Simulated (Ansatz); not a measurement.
## Clamped-ion strain scan in Ca

The calculation used DFT PBE, scalar-relativistic, plane waves, PAW (Ansatz). Cutoff 420 eV, Γ-centred 14×14×14 k-points, Gaussian smearing of 0.15 eV. No spin polarisation. Energies are free energies at this smearing, counted from the undisturbed cell; pressure is positive in compression.

The starting cell (as given, not relaxed at this level; it stands at -0.6 GPa):

```
Ca
1.0
     0.00000    2.79420    2.79420
     2.79420    0.00000    2.79420
     2.79420    2.79420    0.00000
Ca
1
Direct
  0.00000 0.00000 0.00000
```

The cell is strained by ε times the Voigt pattern (1, 0, 0, 0, 0, 0) (xx, yy, zz, yz, xz, xy; engineering shear) with fractional coordinates fixed. The cell is metallic on the mesh throughout.

```
      ε  ΔE (meV/atom) stress summed along the pattern (GPa, tension positive) pressure (GPa)
-0.0600            1.3                                                        ?               ?
-0.0450           -1.0                                                    -0.40             0.2
-0.0300           -2.0                                                    -0.08            -0.1
-0.0150              ?                                                        ?            -0.3
 0.0000            0.0                                                     0.55            -0.6
 0.0150            2.9                                                     0.86            -0.8
 0.0300            7.0                                                     1.16            -1.0
 0.0450           12.3                                                     1.45            -1.2
 0.0525           15.5                                                        ?               ?
 0.0600           18.9                                                     1.74            -1.4
```

Q: Give the withheld values.

A: stress summed along the pattern (GPa, tension positive) at ε = -0.0600: -0.73; pressure (GPa) at ε = -0.0600: 0.5; ΔE (meV/atom) at ε = -0.0150: -1.6; stress summed along the pattern (GPa, tension positive) at ε = -0.0150: 0.24; stress summed along the pattern (GPa, tension positive) at ε = 0.0525: 1.60; pressure (GPa) at ε = 0.0525: -1.3.